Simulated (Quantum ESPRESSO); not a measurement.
# Hf (P6_3/mmc) in Quantum ESPRESSO: notebook

One crystal, Hf, is run at these levels: PBEsol, r2SCAN; tasks: band structure, single point, equation of state.

Everything below comes from runs of Quantum ESPRESSO 7.5. Logs are shortened: lines on timing, memory, paths and dates and some standing lists are left out, and cuts for length are marked.

**1. Starting point**

Symmetry: P6_3/mmc, No. 194, hexagonal system. Conventional cell: a = 3.197 Å, b = 3.197 Å, c = 5.058 Å, α = 90.00°, β = 90.00°, γ = 120.00°. Around Hf (site symmetry -6m2) lie 12 Hf at 3.13 to 3.20 Å.

**2. Band structure, PBEsol**

The input, pw.in:

```
&CONTROL
  calculation = 'scf'
  prefix = 'pwscf'
  outdir = './tmp'
  pseudo_dir = './pseudo'
  tprnfor = .true.
  tstress = .true.
  disk_io = 'low'
/
&SYSTEM
  ibrav = 0
  celldm(1) = 8
  nat = 2
  ntyp = 1
  ecutwfc = 45
  ecutrho = 360
  nbnd = 19
  occupations = 'smearing'
  smearing = 'fd'
  degauss = 0.00367493
/
&ELECTRONS
  conv_thr = 4d-10
  electron_maxstep = 120
  mixing_beta = 0.5
/
ATOMIC_SPECIES
Hf   178.4900 hf_pbesol_v1.uspp.F.UPF
CELL_PARAMETERS alat
  0.7551109378239   0.0000000000000   0.0000000000000
 -0.3775554689119   0.6539452548363   0.0000000000000
  0.0000000000000   0.0000000000000   1.1947320991415
ATOMIC_POSITIONS crystal
Hf     0.6666666667    0.3333333333    0.7500000000
Hf     0.3333333333    0.6666666667    0.2500000000
K_POINTS automatic
10 10 5 0 0 0
```

The input, bands.in:

```
&CONTROL
  calculation = 'bands'
  prefix = 'pwscf'
  outdir = './tmp'
  pseudo_dir = './pseudo'
  disk_io = 'low'
  verbosity = 'high'
/
&SYSTEM
  ibrav = 0
  celldm(1) = 8
  nat = 2
  ntyp = 1
  ecutwfc = 45
  ecutrho = 360
  nbnd = 19
  occupations = 'smearing'
  smearing = 'fd'
  degauss = 0.00367493
/
&ELECTRONS
  conv_thr = 1d-08
  electron_maxstep = 120
  mixing_beta = 0.5
  diago_full_acc = .true.
  startingwfc = 'random'
/
ATOMIC_SPECIES
Hf   178.4900 hf_pbesol_v1.uspp.F.UPF
CELL_PARAMETERS alat
  0.7551109378239   0.0000000000000   0.0000000000000
 -0.3775554689119   0.6539452548363   0.0000000000000
  0.0000000000000   0.0000000000000   1.1947320991415
ATOMIC_POSITIONS crystal
Hf     0.6666666667    0.3333333333    0.7500000000
Hf     0.3333333333    0.6666666667    0.2500000000
K_POINTS crystal
60
 0.0000000000  0.0000000000  0.0000000000 1
 0.0714285714  0.0000000000  0.0000000000 1
 0.1428571429  0.0000000000  0.0000000000 1
 0.2142857143  0.0000000000  0.0000000000 1
 0.2857142857  0.0000000000  0.0000000000 1
 0.3571428571  0.0000000000  0.0000000000 1
 0.4285714286  0.0000000000  0.0000000000 1
 0.5000000000  0.0000000000  0.0000000000 1
 0.4583333333  0.0833333333  0.0000000000 1
 0.4166666667  0.1666666667  0.0000000000 1
 0.3750000000  0.2500000000  0.0000000000 1
 0.3333333333  0.3333333333  0.0000000000 1
 0.2962962963  0.2962962963  0.0000000000 1
 0.2592592593  0.2592592593  0.0000000000 1
 0.2222222222  0.2222222222  0.0000000000 1
 0.1851851852  0.1851851852  0.0000000000 1
 0.1481481481  0.1481481481  0.0000000000 1
 0.1111111111  0.1111111111  0.0000000000 1
 0.0740740741  0.0740740741  0.0000000000 1
 0.0370370370  0.0370370370  0.0000000000 1
 0.0000000000  0.0000000000  0.0000000000 1
 0.0000000000  0.0000000000  0.1250000000 1
 0.0000000000  0.0000000000  0.2500000000 1
 0.0000000000  0.0000000000  0.3750000000 1
 0.0000000000  0.0000000000  0.5000000000 1
 0.0625000000  0.0000000000  0.5000000000 1
 0.1250000000  0.0000000000  0.5000000000 1
 0.1875000000  0.0000000000  0.5000000000 1
 0.2500000000  0.0000000000  0.5000000000 1
 0.3125000000  0.0000000000  0.5000000000 1
 0.3750000000  0.0000000000  0.5000000000 1
 0.4375000000  0.0000000000  0.5000000000 1
 0.5000000000  0.0000000000  0.5000000000 1
 0.4666666667  0.0666666667  0.5000000000 1
 0.4333333333  0.1333333333  0.5000000000 1
 0.4000000000  0.2000000000  0.5000000000 1
 0.3666666667  0.2666666667  0.5000000000 1
 0.3333333333  0.3333333333  0.5000000000 1
 0.3030303030  0.3030303030  0.5000000000 1
 0.2727272727  0.2727272727  0.5000000000 1
 0.2424242424  0.2424242424  0.5000000000 1
 0.2121212121  0.2121212121  0.5000000000 1
 0.1818181818  0.1818181818  0.5000000000 1
 0.1515151515  0.1515151515  0.5000000000 1
 0.1212121212  0.1212121212  0.5000000000 1
 0.0909090909  0.0909090909  0.5000000000 1
 0.0606060606  0.0606060606  0.5000000000 1
 0.0303030303  0.0303030303  0.5000000000 1
 0.0000000000  0.0000000000  0.5000000000 1
 0.5000000000  0.0000000000  0.5000000000 1
 0.5000000000  0.0000000000  0.3750000000 1
 0.5000000000  0.0000000000  0.2500000000 1
 0.5000000000  0.0000000000  0.1250000000 1
 0.5000000000  0.0000000000  0.0000000000 1
 0.3333333333  0.3333333333  0.0000000000 1
 0.3333333333  0.3333333333  0.1000000000 1
 0.3333333333  0.3333333333  0.2000000000 1
 0.3333333333  0.3333333333  0.3000000000 1
 0.3333333333  0.3333333333  0.4000000000 1
 0.3333333333  0.3333333333  0.5000000000 1
```

Potentials or basis: GBRV 1.5 PBEsol.

Run with:

```bash
OMP_NUM_THREADS=1 mpirun -n 2 pw.x -nk 2 -in pw.in > pw.out
OMP_NUM_THREADS=1 mpirun -n 2 pw.x -nk 2 -in bands.in > bands.out
```

pw.out:

```text
This program is part of the open-source Quantum ESPRESSO suite
     for quantum simulation of materials; please cite
[... 13 lines left out ...]
     --------------------
     sticks:   dense  smooth     PW     G-vecs:    dense   smooth      PW
     Sum         913     451    139                34905    12299    2045

     Using Slab Decomposition

     bravais-lattice index     =            0
     lattice parameter (alat)  =       8.0000  a.u.
     unit-cell volume          =     302.0596 (a.u.)^3
     number of atoms/cell      =            2
     number of atomic types    =            1
     number of electrons       =        24.00
     number of Kohn-Sham states=           19
     kinetic-energy cutoff     =      45.0000  Ry
     charge density cutoff     =     360.0000  Ry
     scf convergence threshold =      4.0E-10
     mixing beta               =       0.5000
     number of iterations used =            8  plain     mixing
     Exchange-correlation= SLA  PW   PSX  PSC
                           (   1   4  10   8   0   0   0)

     celldm(1)=   8.000000  celldm(2)=   0.000000  celldm(3)=   0.000000
     celldm(4)=   0.000000  celldm(5)=   0.000000  celldm(6)=   0.000000

     crystal axes: (cart. coord. in units of alat)
               a(1) = (   0.755111   0.000000   0.000000 )
               a(2) = (  -0.377555   0.653945   0.000000 )
               a(3) = (   0.000000   0.000000   1.194732 )

     reciprocal axes: (cart. coord. in units 2 pi/alat)
               b(1) = (  1.324309  0.764590 -0.000000 )
               b(2) = (  0.000000  1.529180  0.000000 )
               b(3) = (  0.000000 -0.000000  0.837008 )

     PseudoPot. # 1 for Hf read from file:
     hf_pbesol_v1.uspp.F.UPF
     Pseudo is Ultrasoft + core correction, Zval = 12.0
     Generated by new atomic code, or converted to UPF format
     Using radial grid of  921 points,  8 beta functions with:
                l(1) =   0
                l(2) =   0
                l(3) =   0
                l(4) =   1
                l(5) =   1
                l(6) =   2
                l(7) =   2
                l(8) =   3
     Q(r) pseudized with  6 coefficients,  rinner =    1.200   1.200   1.200
                                                       1.200   1.200   1.200
                                                       1.200

     atomic species   valence    mass     pseudopotential
     Hf               12.00   178.49000     Hf( 1.00)

     24 Sym. Ops., with inversion, found (12 have fractional translation)

   Cartesian axes

     site n.     atom                  positions (alat units)
         1        Hf     tau(   1) = (   0.3775555   0.2179818   0.8960491  )
         2        Hf     tau(   2) = (  -0.0000000   0.4359635   0.2986830  )

     number of k points=    42  Fermi-Dirac smearing, width (Ry)=  0.0037
                       cart. coord. in units 2pi/alat
        k(    1) = (   0.0000000   0.0000000   0.0000000), wk =   0.0040000
        k(    2) = (   0.0000000   0.0000000   0.1674015), wk =   0.0080000
        k(    3) = (   0.0000000   0.0000000   0.3348031), wk =   0.0080000
        k(    4) = (   0.0000000   0.1529180   0.0000000), wk =   0.0240000
        k(    5) = (   0.0000000   0.1529180   0.1674015), wk =   0.0480000
        k(    6) = (   0.0000000   0.1529180   0.3348031), wk =   0.0480000
[... 34 lines left out ...]
        k(   41) = (   0.3972926   0.6881310   0.1674015), wk =   0.0480000
        k(   42) = (   0.3972926   0.6881310   0.3348031), wk =   0.0480000

     Dense  grid:    34905 G-vectors     FFT dimensions: (  40,  40,  60)

     Smooth grid:    12299 G-vectors     FFT dimensions: (  25,  25,  48)

     Initial potential from superposition of free atoms

     starting charge      20.0000, renormalised to      24.0000

     negative rho (up, down):  2.616E-01 0.000E+00
     Starting wfcs are   26 randomized atomic wfcs

     Self-consistent Calculation

     iteration #  1     ecut=    45.00 Ry     beta= 0.50
     Davidson diagonalization with overlap
     ethr =  1.00E-02,  avg # of iterations =  2.5

     negative rho (up, down):  2.276E-01 0.000E+00

     total energy              =    -316.78748606 Ry
     estimated scf accuracy    <       4.72156189 Ry

     iteration #  2     ecut=    45.00 Ry     beta= 0.50
     Davidson diagonalization with overlap
     ethr =  1.00E-02,  avg # of iterations =  2.0
[... 69 lines left out ...]
     iteration # 10     ecut=    45.00 Ry     beta= 0.50
     Davidson diagonalization with overlap
     ethr =  2.86E-12,  avg # of iterations =  2.2

     negative rho (up, down):  2.282E-01 0.000E+00

     End of self-consistent calculation

          k = 0.0000 0.0000 0.0000 (  1533 PWs)   bands (ev):

   -47.2476 -47.1760 -16.3903 -15.6416 -15.6416 -15.5143 -15.5123 -15.5123
     7.2110  10.8828  15.2477  15.7753  15.7753  16.0540  16.5968  16.5968
    17.2303  17.2303  19.9420

          k = 0.0000 0.0000 0.1674 (  1551 PWs)   bands (ev):

   -47.2408 -47.1829 -16.3118 -15.6294 -15.6294 -15.6037 -15.5249 -15.5249
     7.5749  10.6670  14.8194  15.6157  15.6157  15.7436  16.3190  16.3190
    17.7811  17.7811  20.0540
[... 73 lines left out ...]
          k = 0.0000 0.6117 0.3348 (  1536 PWs)   bands (ev):

   -47.1841 -47.1744 -16.2642 -16.2036 -15.7864 -15.7313 -15.6894 -15.6666
    10.8935  11.4508  13.3783  13.8301  15.3860  15.6517  16.6233  17.8940
    19.8245  20.1257  20.4798

          k = 0.0000-0.7646 0.0000 (  1538 PWs)   bands (ev):

   -47.1876 -47.1640 -16.2160 -16.0681 -16.0206 -15.8185 -15.7372 -15.6026
    11.2390  11.8507  12.3724  13.8032  15.3821  15.4645  16.2723  20.5049
    21.0184  21.0824  21.5410

          k = 0.0000-0.7646 0.1674 (  1540 PWs)   bands (ev):

   -47.1853 -47.1663 -16.2737 -16.1389 -15.9194 -15.7983 -15.7050 -15.6236
    11.0051  11.8374  13.0066  13.3773  15.6901  15.8795  15.9380  19.7621
    20.6178  20.9774  21.2482

          k = 0.0000-0.7646 0.3348 (  1518 PWs)   bands (ev):

   -47.1794 -47.1721 -16.3042 -16.2499 -15.7770 -15.7450 -15.6978 -15.6782
    11.0082  11.4443  13.3981  13.6998  15.5883  15.9983  16.5907  18.0092
    20.7243  20.7788  20.8010

          k = 0.1324 0.2294 0.0000 (  1549 PWs)   bands (ev):

   -47.2334 -47.1709 -16.3149 -15.7823 -15.7290 -15.6398 -15.5508 -15.5438
     8.0834  11.7124  14.2659  14.4935  15.8065  16.2457  16.6542  16.7686
    16.9060  17.4943  20.3789
[... 133 lines left out ...]
          k = 0.3973 0.6881 0.3348 (  1537 PWs)   bands (ev):

   -47.1733 -47.1705 -16.1888 -16.1768 -15.9890 -15.9101 -15.6773 -15.6531
    12.4539  12.5250  13.3448  13.5059  14.3132  14.5604  16.6989  17.5713
    19.7049  20.0421  22.1330

     the Fermi energy is    14.5878 ev

!    total energy              =    -317.06888848 Ry
     estimated scf accuracy    <          1.1E-11 Ry
     smearing contrib. (-TS)   =      -0.00080731 Ry
     internal energy E=F+TS    =    -317.06808117 Ry

     The total energy is F=E-TS. E is the sum of the following terms:
     one-electron contribution =     -37.90393135 Ry
     hartree contribution      =      27.51941706 Ry
     xc contribution           =    -150.51420047 Ry
     ewald contribution        =    -156.16936642 Ry

     convergence has been achieved in  10 iterations

     negative rho (up, down):  2.282E-01 0.000E+00

     Forces acting on atoms (cartesian axes, Ry/au):

     atom    1 type  1   force =     0.00000000    0.00000000    0.00000000
     atom    2 type  1   force =     0.00000000    0.00000000    0.00000000

     Total force =     0.000000     Total SCF correction =     0.000000

     Computing stress (Cartesian axis) and pressure

     negative rho (up, down):  2.282E-01 0.000E+00
          total   stress  (Ry/bohr**3)                   (kbar)     P=      -38.72
  -0.00025156   0.00000000  -0.00000000          -37.01        0.00       -0.00
   0.00000000  -0.00025156  -0.00000000            0.00      -37.01       -0.00
   0.00000000   0.00000000  -0.00028661            0.00        0.00      -42.16

=------------------------------------------------------------------------------=
   JOB DONE.
=------------------------------------------------------------------------------=
```

Wall time 28 s (2 MPI ranks of Arm Neoverse V1, shared host); peak memory 0.36 GiB.

Results:

```
Free energy            : -4313.9420 eV
Pressure               : -3.9 GPa
Band gap on the k mesh : none (metal or under the smearing width)
```

Levels at the corners of the path, in eV from the Fermi level:
```tsv
point	band 8	band 9	band 10	band 11	band 12	band 13	band 14	band 15	band 16	band 17
Γ	-30.10	-7.38	-3.71	0.66	1.19	1.19	1.47	2.01	2.01	2.64
M	-30.19	-3.35	-2.74	-2.22	-0.78	0.79	0.88	1.68	5.92	6.43
K	-30.42	-2.12	-1.78	-1.78	-1.42	0.37	0.37	2.05	5.22	5.22
Γ	-30.10	-7.38	-3.71	0.66	1.19	1.19	1.47	2.01	2.01	2.64
A	-30.17	-5.40	-5.40	0.16	0.16	1.08	1.08	1.08	1.08	4.81
L	-30.30	-3.40	-3.40	-0.97	-0.97	1.19	1.19	2.65	2.65	6.12
H	-30.24	-1.76	-1.76	-1.45	-1.45	-0.18	-0.18	2.52	2.52	5.08
A	-30.17	-5.40	-5.40	0.16	0.16	1.08	1.08	1.08	1.08	4.81
L	-30.30	-3.40	-3.40	-0.97	-0.97	1.19	1.19	2.65	2.65	6.12
M	-30.19	-3.35	-2.74	-2.22	-0.78	0.79	0.88	1.68	5.92	6.43
K	-30.42	-2.12	-1.78	-1.78	-1.42	0.37	0.37	2.05	5.22	5.22
H	-30.24	-1.76	-1.76	-1.45	-1.45	-0.18	-0.18	2.52	2.52	5.08
```

Caveat: spin-orbit coupling is left out, which moves the levels of the heavy elements.

(Part 1 of 2 ends here.)
